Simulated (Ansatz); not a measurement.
Crystal: Cu.

```
Cu
1.0
     0.00000    1.80750    1.80750
     1.80750    0.00000    1.80750
     1.80750    1.80750    0.00000
Cu
1
Direct
  0.00000 0.00000 0.00000
```

Base run:

- Program: Ansatz 0.2.0
- Functional: BPBE
- Potentials or basis: Ansatz PAW
- Cutoff: 420 eV (not typed: the program's choice for these potentials)
- k mesh: 13 × 13 × 13
- Occupations: fermi-dirac, width 0.05 eV
- Spin: no spin polarisation

Its results: band gap on the k mesh none (metal or under the smearing width); pressure 1.5 GPa.

Problem. The run is repeated on the same cell with these changes: functional from BPBE to LDA. What comes out?

Solution. Band gap on the k mesh none (metal or under the smearing width); pressure -12.7 GPa.

Caveats: the PAW data sets come from PBE, with cores solved anew for the run's functional, which leaves a small shift of forces and pressure.
